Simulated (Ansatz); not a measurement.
## Re under changes of volume

One of the cells (14.714 Å³/atom); the others are scaled copies at fixed shape and fractional positions:

```
CELL_PARAMETERS angstrom
2.76080 0.00000 0.00000
-1.38040 2.39092 0.00000
0.00000 0.00000 4.45820
ATOMIC_POSITIONS crystal
Re 0.66667 0.33333 0.75000
Re 0.33333 0.66667 0.25000
```

- Program: Ansatz 0.2.0
- Functional: PBE
- Dispersion: D3(BJ)
- Potentials or basis: Ansatz PAW
- Cutoff: 420 eV (not typed: the program's choice for these potentials)
- k mesh: 11 × 11 × 6
- Occupations: fermi-dirac, width 0.05 eV
- Spin: no spin polarisation

```tsv
volume (Å³/atom)	energy over the lowest point (meV/atom)	pressure (GPa)
13.831	61.37	25.2
14.125	?	?
14.420	4.49	6.6
14.714	0.00	-1.3
15.008	9.32	-8.5
15.303	31.01	-14.8
15.597	63.77	-20.5
```

Task: What does the run at 14.125 Å³/atom give?

Result: Energy over the lowest point 24.37 meV/atom; pressure 15.4 GPa.

Worked out: A Birch-Murnaghan fit of order 3 (a polynomial in V^(-2/3)) to the other rows has its minimum at 14.66 Å³/atom with B0 = V·E''(V) = 381 GPa and B' = 4.4 at fixed shape and positions, which overstates the stiffness. It gives 24.39 meV/atom at 14.125 Å³/atom, against the run's 24.37, and -dE/dV = 15.3 GPa, against 15.4.

Energies are extrapolated to zero smearing.

Caveats: pairwise dispersion overbinds metals, which lowers pressure and volume.
